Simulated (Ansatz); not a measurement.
**GaAs under changes of volume**

One of the cells (22.590 Å³/atom); the others are scaled copies at fixed shape and fractional positions:

```xyz
2
Lattice="0.0000 2.8268 2.8268 2.8268 0.0000 2.8268 2.8268 2.8268 0.0000" Properties=species:S:1:pos:R:3 pbc="T T T"
As    4.2403    4.2403    4.2403
Ga    0.0000    0.0000    0.0000
```

| Property | Result |
| --- | --- |
| Program | Ansatz 0.2.0 |
| Functional | RPBE |
| Dispersion | D3(BJ) |
| Potentials or basis | Ansatz PAW |
| Cutoff | 420 eV (not typed: the program's choice for these potentials) |
| k mesh | 8 × 8 × 8 |
| Occupations | fermi-dirac, width 0.05 eV |
| Spin | no spin polarisation |

| volume (Å³/atom) | energy over the lowest point (meV/atom) | pressure (GPa) | gap on the mesh (eV) |
| --- | --- | --- | --- |
| 21.234 | 0.00 | -1.8 | 1.11 |
| 21.686 | 7.16 | -3.3 | 0.95 |
| 22.138 | 18.26 | -4.6 | 0.79 |
| 22.590 | 32.83 | -5.7 | 0.64 |
| 23.041 | 50.52 | -6.8 | 0.49 |
| 23.493 | ? | ? | ? |
| 23.945 | 93.82 | -8.5 | 0.21 |

Question: What does the run at 23.493 Å³/atom give?

Answer: Energy over the lowest point 70.95 meV/atom; pressure -7.7 GPa; gap on the mesh 0.35 eV.

Worked out: A Birch-Murnaghan fit of order 3 (a polynomial in V^(-2/3)) to the other rows has its minimum at 20.76 Å³/atom, just outside them, with B0 = V·E''(V) = 82 GPa and B' = 4.5. It gives 70.95 meV/atom at 23.493 Å³/atom, against the run's 70.95, and -dE/dV = -7.7 GPa, against -7.7. A straight line through the other rows of the gap, of slope -7.5 eV per unit of ln V (its deformation potential), gives 0.35 eV, against the run's 0.35.

Energies are extrapolated to zero smearing.

Caveats: the PAW data sets come from PBE, with cores solved anew for the run's functional, which leaves a small shift of forces and pressure.

A mesh can miss the band edges. Spin-orbit coupling on As, Ga is left out.
